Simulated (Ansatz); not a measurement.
# ZnCu2SnSe4: the cell at several levels of theory

An exercise on one series of results from a longer session: the logs are not shown, and one member is left open.

Code: Ansatz 0.2.0. PAW datasets, plane waves, zero pressure. Calculated at 0 K for a non-magnetic cell.

## Starting point

It is tetragonal, I-4 (No. 82); conventional cell a = 5.771 Å, c = 11.480 Å, 23.90 Å³ an atom. Near Zn stand 4 Se at 2.49 Å; near Cu stand 4 Se at 2.44 Å; near Sn stand 4 Se at 2.62 Å; near Se stand 2 Cu at 2.44 Å and 1 Zn at 2.49 Å and 1 Sn at 2.62 Å.

Coordinates:

```
Zn Cu Sn Se
1.0
    -2.88564    2.88564    5.73983
     2.88564   -2.88564    5.73983
     2.88564    2.88564   -5.73983
Zn Cu Sn Se
1 2 1 4
Cartesian
  0.0000 2.8856 2.8699
  2.8856 0.0000 2.8699
  0.0000 0.0000 0.0000
  0.0000 0.0000 5.7398
  1.5381 1.4990 4.2477
  1.3475 1.3866 -1.4921
  -1.4990 1.5381 7.2320
  4.3846 1.3475 1.4921
```

The first run:

The input, input.yaml:

```yaml
crystal:
  lattice:
    - [-2.885637, 2.885637, 5.739831]
    - [2.885637, -2.885637, 5.739831]
    - [2.885637, 2.885637, -5.739831]
  atoms:
    - { symbol: Zn, position: [0.75, 0.25, 0.5] }
    - { symbol: Cu, position: [0.25, 0.75, 0.5] }
    - { symbol: Cu, position: [0.0, 0.0, 0.0] }
    - { symbol: Sn, position: [0.5, 0.5, 0.0] }
    - { symbol: Se, position: [0.629754, 0.636534, 0.526247] }
    - { symbol: Se, position: [0.110287, 0.103507, 0.473753] }
    - { symbol: Se, position: [0.896493, 0.370246, 0.00678] }
    - { symbol: Se, position: [0.363466, 0.889713, 0.99322] }
kpoints:
  mp_grid: { grid: [6, 6, 6] }
hamiltonian:
  xc: pbe
scf:
  occupations: { method: fermi_dirac, width: 0.02 }
relax:
  f_tol: 0.005
  cell: {}
output:
  write_density: true
  write_potential: true
  elf: true
  volumetric_format: npy
```

Started as:

```
> ansatz run input.yaml --threads 8 --pin off --max-ram 20275MiB --backend cpu --events-out ev --progress --plain --runs-dir out
```

Among the steps run: PBE: cell and atoms; Relaxation with r2SCAN; Relaxing with PBEsol; Relaxation with LDA.

One of the session's tables, all rows but one given; the rest of the session is left out.

It belongs to the step «The cells side by side». 

```
 level  a (Å)   c (Å)  volume (Å³/atom)
   PBE  5.765  11.520            23.930
r2SCAN  5.699  11.383            23.111
PBEsol  5.659  11.314            22.646
   LDA      ?       ?                 ?
```

**Question.** Estimate the row for LDA.

**Answer.** a (Å): 5.598; c (Å): 11.189; volume (Å³/atom): 21.914. In the column «a (Å)» it is the lowest.

The volume runs from LDA (least) to PBE (most), a spread of 9.2 %, or 3.0 % in length if all axes shared it alike.
